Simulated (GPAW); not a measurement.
# CuO (Cc) in GPAW: single point with PBE

Aim: the single point of CuO with PBE.

All numbers are computed with GPAW 26.7.0; they aren't measurements. Logs are shortened: lines on timing, memory, paths and dates and some standing lists are left out, and cuts for length are marked. The log counts tension as positive stress, the text compression.

## (1) Starting point

It takes space group Cc (No. 9, monoclinic). The conventional cell has a = 4.689 Å, b = 3.427 Å, c = 5.132 Å, α = 90.00°, β = 99.65°, γ = 90.00°. Cu (site symmetry 1) is surrounded by 4 O at 1.91 to 2.02 Å. O (site symmetry 1) is surrounded by 4 Cu at 1.91 to 2.02 Å.

## (2) Single point, PBE

run.py

```python
import spglib
from ase import Atoms
from ase.dft.bandgap import bandgap
from ase.io import read, write
from ase.units import GPa
from gpaw import GPAW, PW

atoms = read('CuO.cif')
cell, positions, numbers = spglib.find_primitive(
    (atoms.cell[:], atoms.get_scaled_positions(), atoms.numbers), symprec=1e-4)
atoms = Atoms(numbers, cell=cell, scaled_positions=positions, pbc=True)

calc = GPAW(mode=PW(650),
            xc='PBE',
            kpts={'size': (8, 8, 4), 'gamma': True},
            occupations={'name': 'fermi-dirac', 'width': 0.05},
            nbands=33,
            maxiter=120,
            txt='gpaw.txt')
atoms.calc = calc
energy = atoms.get_potential_energy()
forces = atoms.get_forces()
stress = atoms.get_stress()
calc.write('gs.gpw')
write('result.traj', atoms)
print(f'Energy: {energy:.6f} eV')
print('Forces (eV/A):')
print(forces.round(4))
print('Stress (GPa):', (stress / GPa).round(3))
print('Fermi level:', round(calc.get_fermi_level(), 4), 'eV')
print(f'Gap: {bandgap(calc)[0]:.4f} eV, direct: {bandgap(calc, direct=True)[0]:.4f} eV')
```

CuO.cif

```cif
data_CuO
_cell_length_a 4.68929952
_cell_length_b 3.42679964
_cell_length_c 5.13210230
_cell_angle_alpha 90.00000000
_cell_angle_beta 99.65294530
_cell_angle_gamma 90.00000000
_space_group_name_H-M_alt 'Cc'
_space_group_name_Hall 'C -2yc'
_space_group_IT_number 9
loop_
_space_group_symop_operation_xyz
'x,y,z'
'x,-y,z+1/2'
'x+1/2,y+1/2,z'
'x+1/2,-y+1/2,z+1/2'
loop_
_atom_site_label
_atom_site_type_symbol
_atom_site_symmetry_multiplicity
_atom_site_Wyckoff_symbol
_atom_site_fract_x
_atom_site_fract_y
_atom_site_fract_z
_atom_site_occupancy
Cu1 Cu 4 a 0.2500000000 0.2468000000 0.0000000000 1
O1 O 4 a 0.4885000000 0.9171000000 0.2537000000 1
```

Potentials or basis: GPAW PAW data sets (gpaw-data 1.2.1), pw.

Launch:

```console
OMP_NUM_THREADS=1 python run.py
```

gpaw.txt:

```text
__  _  _
 | _ |_)|_||  |
 |__||  | ||/\| - 26.7.0

Input parameters:
  mode=PW(ecut=650.0),
  kpts=MonkhorstPack(size=(8, 8, 4), gamma=True),
  maxiter=120,
  nbands=33,
  occupations=Occupations(name='fermi-dirac', width=0.05),
  xc=XC(name='PBE')

Diagonalizing LCAO Hamiltonian
Converting LCAO to pw mode

          O

       Cu
          O
         Cu

Atoms  # Å, Bohr magnetons
|   | symbol |        x |         y |        z |    initial magnetic moments |
|---|--------|----------|-----------|----------|-----------------------------|
| 0 |     Cu | 1.172325 |  0.845734 | 0.000000 | ( 0.0000,  0.0000,  0.0000) |
| 1 |     Cu | 0.742050 | -0.845734 | 2.529720 | ( 0.0000,  0.0000,  0.0000) |
| 2 |      O | 2.072401 | -0.284082 | 1.283580 | ( 0.0000,  0.0000,  0.0000) |
| 3 |      O | 1.642126 |  0.284082 | 3.813300 | ( 0.0000,  0.0000,  0.0000) |

Unit cell  # Å
| periodic |         x |         y |        z |  lengths |    angles |
|----------|-----------|-----------|----------|----------|-----------|
|      yes |  2.344650 | -1.713400 | 0.000000 | 2.903984 | 97.780775 |
|      yes |  2.344650 |  1.713400 | 0.000000 | 2.903984 | 97.780775 |
|      yes | -0.860550 |  0.000000 | 5.059439 | 5.132102 | 72.316432 |

Number of symmetries: 1
Symmetry operations  # r_c * U_cc + t_c -> r_c
|   | kind |            matrix            |
|---|------|------------------------------|
| 0 |  E   |  1, 0, 0,  0, 1, 0,  0, 0, 1 |

BZ-sampling:
  Number of BZ points: 256
  Number of IBZ points: 132

  Monkhorst-Pack size: [8, 8, 4]
  Monkhorst-Pack shift: [0.0625, 0.0625, 0.125]

K-points  # in reciprocal-cell coordinates
|     |                                coordinates |     weight |
|-----|--------------------------------------------|------------|
|   0 | (  0.00000000,   0.00000000,   0.00000000) | 0.00390625 |
|   1 | (  0.00000000,   0.00000000,   0.25000000) | 0.00781250 |
|   2 | (  0.00000000,   0.00000000,   0.50000000) | 0.00390625 |
|   3 | (  0.00000000,   0.12500000,  -0.25000000) | 0.00781250 |
|   4 | (  0.00000000,   0.12500000,   0.00000000) | 0.00781250 |
|   5 | (  0.00000000,   0.12500000,   0.25000000) | 0.00781250 |
|   6 | (  0.00000000,   0.12500000,   0.50000000) | 0.00781250 |
|   7 | (  0.00000000,   0.25000000,  -0.25000000) | 0.00781250 |
|   8 | (  0.00000000,   0.25000000,   0.00000000) | 0.00781250 |
|   9 | (  0.00000000,   0.25000000,   0.25000000) | 0.00781250 |
| ... |                                            |            |
| 131 | (  0.50000000,   0.50000000,   0.50000000) | 0.00390625 |

Plane wave coefficients: 1544
Cutoff: 650.0 eV

Spin-components: 1 (collinear spins)
Bands:           33
Projectors:      22
Spin-degeneracy: 2
Datatype:        complex128

Parallelization:
  kpt:    1
  domain: 1
  band:   1

Density:
  Valence electrons: 34.0
  Components: 1
  Grid points: [18 18 32]
  Charge: 0.0  # |e|

Potential:
  Grid points: [18 18 32]

species:
  Cu:
    name:    Copper
    Z:       29.0
    valence: 11
    core:    18
    charge:  0.0  # [|e|]
    compensation charges:
      type: gauss
      rc: 0.33  # [Å]
      lmax: 2
    cutoffs:
      filter: 2.06  # [Å]
      core: 2.43  # [Å]
    projectors
    | kind |    occ | energy [eV] | rcut [Å] |
    |------|--------|-------------|----------|
    |   4s |  1.000 |      -4.609 |    1.164 |
    |   4p |  0.000 |      -0.698 |    1.164 |
    |   3d | 10.000 |      -5.039 |    1.058 |
    |    s |        |      22.603 |    1.164 |
    |    p |        |      26.513 |    1.164 |
    |    d |        |      22.172 |    1.058 |

    Using partial waves for Cu as LCAO basis

  O:
    name:    Oxygen
    Z:       8.0
    valence: 6
    core:    2
    charge:  0.0  # [|e|]
    compensation charges:
      type: gauss
      rc: 0.21  # [Å]
      lmax: 2
    cutoffs:
      filter: 1.17  # [Å]
      core: 0.83  # [Å]
    projectors
    | kind |    occ | energy [eV] | rcut [Å] |
    |------|--------|-------------|----------|
    |   2s |  2.000 |     -23.961 |    0.688 |
    |   2p |  4.000 |      -9.029 |    0.598 |
    |    s |        |       3.251 |    0.688 |
    |    p |        |      18.182 |    0.598 |
    |    d |        |       0.000 |    0.619 |

    Using partial waves for O as LCAO basis

Reference energy: -94124.608285  # eV

eigensolver:
  PPCG
  Converge bands: occupied
  niter=2

density mixing:
  MSR1-Mixer
  Pratt-step length: 0.05
  Maximum mixing coefficient: 0.75
  Old densities: 10
  SVD Regularization: 0.005
  Good broyden scale: 1.0
  Trust region scale: 1.0
  Backstep threshold: 4.0
  History deletion threshold: 6.0
  Fourier metric: weight=20.0, sigma=0.015

occupation numbers:
  Fermi-Dirac:
    width: 0.0500  # eV

poisson solver:
  ecut: 5200.0  # eV

xc functional:
  name: PBE with 2 nearest neighbor stencil

convergence criteria:
- Maximum [total energy] change in last 3 cyles: 0.0005 eV / valence electron
- Maximum integral of absolute [dens]ity change: 0.0001 electrons / valence electron
- Maximum integral of absolute [eigenst]ate change: 4e-08 eV^2 / valence electron
maximum number of iterations: 120

SCF iterations
|iter     | |      energy | eigst |  dens |
|---------|-|-------------|-------|-------|
|iter:   1| |  -25.703634 | +0.06 |       |
|iter:   2| |  -23.205854 | -1.90 | -0.89 |
|iter:   3| |  -19.717596 | -1.28 | -0.98 |
|iter:   4| |  -19.666988 | -3.36 | -1.59 |
|iter:   5| |  -19.847887 | -2.80 | -1.75 |
|iter:   6| |  -19.633932 | -3.01 | -1.55 |
|iter:   7| |  -19.630514 | -3.80 | -2.37 |
|iter:   8| |  -19.630441c| -5.49 | -2.84 |
|iter:   9| |  -19.630454c| -5.75 | -3.18 |
|iter:  10| |  -19.630456c| -6.48 | -3.59 |
|iter:  11| |  -19.630451c| -7.09 | -4.01c|
|iter:  12| |  -19.630451c| -7.76c| -4.44c|

Converged in 12 steps
Energy contributions relative to reference atoms: (reference = -94124.608285)

Energy contributions:
  Kinetic:           2.812072
  Coulomb:          -7.755382
  Zero:              0.492521
  External:          0.000000
  Xc:              -15.170901
  Entropy:          -0.017521
  Spinorbit:         0.000000
  ----------------------------
  Free energy:     -19.639211
  Extrapolated:    -19.630451

dipole moment: (-8.227411, -0.000002, -10.965796)  # |e|*Ang

Fermi level: 6.515
Eigenvalues  # (at kpt = [0.000, 0.000, 0.000])
| band index |      eig [eV] | occ [0-2] |
|------------|---------------|-----------|
|          0 |       -13.396 |     2.000 |
|        ... |               |           |
|          8 |         3.459 |     2.000 |
|          9 |         3.748 |     2.000 |
|         10 |         3.836 |     2.000 |
|         11 |         3.982 |     2.000 |
|         12 |         4.187 |     2.000 |
|         13 |         4.287 |     2.000 |
[... 8 lines left out ...]
|         22 |        22.158 |     0.000 |
|         23 |        22.919 |     0.000 |
|        ... |               |           |
|         32 |        30.299 |     0.000 |

No gap
No difference between direct/indirect transitions

Forces  # eV/Ang
|        x |        y |        z |
|----------|----------|----------|
| -0.69131 |  0.39429 |  0.27161 |  # Cu   0
| -0.69129 | -0.39430 |  0.27158 |  # Cu   1
|  0.69076 |  0.24167 | -0.27139 |  # O    2
|  0.69082 | -0.24156 | -0.27161 |  # O    3

Stress tensor  # eV/Ang^3
|         x |         y |         z |
|-----------|-----------|-----------|
| -0.037435 | -0.000008 |  0.013664 |
| -0.000008 | -0.036328 |  0.000000 |
|  0.013664 |  0.000000 | -0.036034 |

# Writing to gs.gpw (mode='')
```

Run time: 2.7 min. Hardware: 1 thread of Intel Xeon Platinum 8259CL at 2.50GHz (Skylake/Cascade Lake), shared host; peak memory 0.3 GiB.

What came out:

```yaml
Free_energy: -19.6392 eV
Pressure: 5.9 GPa
Largest_force: 0.841 eV/Å
Band_gap_on_the_k_mesh: none (metal or under the smearing width)
```

Forces on the atoms (eV/Å):
```
Cu  -0.691  0.394  0.272
Cu  -0.691 -0.394  0.272
O    0.691  0.242 -0.271
O    0.691 -0.242 -0.272
```

Caveat: with this Cu data set, volumes or pressures lay over 1.5 % or 2 GPa off other programs in two to four cells of ten; the cutoff is short for stress and forces, so pressures can be off by a GPa or more; the run has no spin polarisation, though such a crystal can be magnetic; semilocal functionals often make such compounds metallic where correlation or magnetic order opens a gap, which also shifts bond lengths.
